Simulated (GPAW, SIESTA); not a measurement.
# Fitting the LDA energy curve of CsPbCl3

Space group Pm-3m (No. 221). a = 5.605 Å, b = 5.605 Å, c = 5.605 Å, α = 90.00°, β = 90.00°, γ = 90.00°
```tsv
atom	site	symmetry	x	y	z
Pb	1b	m-3m	0.5000	0.5000	0.5000
Cs	1a	m-3m	0.0000	0.0000	0.0000
Cl	3c	4/mm.m	0.5000	0.0000	0.5000
```

The cell was scaled at fixed shape and fractions and run with SIESTA, files PseudoDojo sr-lda-0.4.1-standard, DZP (energy shift 0.003 Ry; two zetas on semicore shells; d shell added on Cs); LDA, k mesh 4 × 4 × 4 on the cell of 5 atoms, fermi-dirac occupations of 0.05 eV, no spin polarisation, no spin-orbit coupling. Energies are those that the program minimises, any entropy of the smearing included.

| V (Å³/atom) | energy over the lowest row (meV/atom) |
| --- | --- |
| 33.1043 | 3.845 |
| 33.8087 | 0.480 |
| 34.5130 | 0.000 |
| 35.2174 | 2.095 |
| 35.9217 | ? |
| 36.6261 | 12.989 |
| 37.3304 | 21.311 |

Task: Fit the third-order Birch-Murnaghan form, give V0, B0 and B′, and predict the energy left open.

Result: With y = (V0/V)^(2/3), E = E0 + (9 V0 B0/16) [(y - 1)³ B′ + (y - 1)² (6 - 4y)]. Least squares through the rows shown give V0 = 34.2830 Å³/atom, E0 = -0.143 meV, B0 = 29.61 GPa (1 eV/Å³ = 160.218 GPa) and B′ = 4.42, with a largest miss of 0.006 meV. At V = 35.9217 the form with these constants gives 6.509 meV; the run gave 6.519 meV an atom. Other set-ups at this level, from all their volumes (Å³/atom, GPa): GPAW, PAW data sets generated for this functional: V0 33.724, B0 29.74.
